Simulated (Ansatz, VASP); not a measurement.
This is a calculation of ZnS for VASP 6.6.1.

The input INCAR:

```
  PREC = Accurate
  ENCUT = 520
  EDIFF = 1E-7
  ISMEAR = -1
  SIGMA = 0.05
  LREAL = F
  LASPH = T
  NELM = 100
  ALGO = Fast
  ISIF = 2
  LWAVE = F
  LCHARG = F
  GGA = RP
```

KPOINTS

```
Automatic mesh
0
Gamma
  9 9 9
```

The input POSCAR:

```
ZnS
1.0
    0.0000000000      2.7020000000      2.7020000000
    2.7020000000      0.0000000000      2.7020000000
    2.7020000000      2.7020000000      0.0000000000
Zn S
1 1
Direct
    0.7500000000      0.7500000000      0.7500000000
    0.0000000000      0.0000000000      0.0000000000
```

Contents of KPOINTS_OPT:

```
path GXWKGLUWLK,UX
10
line-mode
reciprocal
 0.0000000000  0.0000000000  0.0000000000  G
 0.5000000000  0.0000000000  0.5000000000  X

 0.5000000000  0.0000000000  0.5000000000  X
 0.5000000000  0.2500000000  0.7500000000  W

 0.5000000000  0.2500000000  0.7500000000  W
 0.3750000000  0.3750000000  0.7500000000  K

 0.3750000000  0.3750000000  0.7500000000  K
 0.0000000000  0.0000000000  0.0000000000  G

 0.0000000000  0.0000000000  0.0000000000  G
 0.5000000000  0.5000000000  0.5000000000  L

 0.5000000000  0.5000000000  0.5000000000  L
 0.6250000000  0.2500000000  0.6250000000  U

 0.6250000000  0.2500000000  0.6250000000  U
 0.5000000000  0.2500000000  0.7500000000  W

 0.5000000000  0.2500000000  0.7500000000  W
 0.5000000000  0.5000000000  0.5000000000  L

 0.5000000000  0.5000000000  0.5000000000  L
 0.3750000000  0.3750000000  0.7500000000  K

 0.6250000000  0.2500000000  0.6250000000  U
 0.5000000000  0.0000000000  0.5000000000  X
```

Potentials or basis: VASP PAW PBE potentials, release 64 (Zn, S).

Command:

```console
$ cat potpaw_PBE.64/Zn/POTCAR potpaw_PBE.64/S/POTCAR > POTCAR
$ mpirun -np 1 vasp_std > vasp.out
```

Q: Translate it to Ansatz 0.2.0. Potentials there: Ansatz PAW.

A: As run (the cutoff follows the program's own potentials):

input.yaml

```yaml
crystal:
  lattice:
    - [0.0, 2.702, 2.702]
    - [2.702, 0.0, 2.702]
    - [2.702, 2.702, 0.0]
  atoms:
    - { symbol: Zn, position: [0.75, 0.75, 0.75] }
    - { symbol: S, position: [0.0, 0.0, 0.0] }
hamiltonian:
  xc: rpbe
  pseudopotentials: { kind: paw }
kpoints:
  mp_grid: { grid: [9, 9, 9] }
  band_path:
    path:
      - [[0.0, 0.0, 0.0], [0.5, 0.0, 0.5], [0.5, 0.25, 0.75], [0.375, 0.375, 0.75], [0.0, 0.0, 0.0], [0.5, 0.5, 0.5], [0.625, 0.25, 0.625], [0.5, 0.25, 0.75], [0.5, 0.5, 0.5], [0.375, 0.375, 0.75]]
      - [[0.625, 0.25, 0.625], [0.5, 0.0, 0.5]]
    npoints: 14
scf:
  occupations: { method: fermi_dirac, width: 0.05 }
  n_extra_bands: 6
output:
  forces: true
  stress: true
  eigenvalues: true
  fatbands: false
```

Potentials or basis: Ansatz PAW.

Launch:

```sh
$ ansatz run input.yaml --threads 2 --pin off --max-ram 5632MiB --backend cpu --events-out ev --progress --plain --runs-dir out
```

Both were run:

|  | VASP | Ansatz | Ansatz less VASP |
| --- | --- | --- | --- |
| gap on the k mesh at the Fermi level (eV) | 2.28 | 2.28 | -0.001 |
| least direct gap on the mesh (eV) | 2.28 | 2.28 | -0.001 |
| gap along the band path (eV) | 2.28 | 2.28 | -0.001 |
| pressure (GPa) | 4.3 | 4.2 | -0.15 |

Caveats: the PAW data sets were made with another functional, which shifts forces and pressure a little (VASP); the PAW data sets come from PBE, with cores solved anew for the run's functional, which leaves a small shift of forces and pressure (Ansatz).
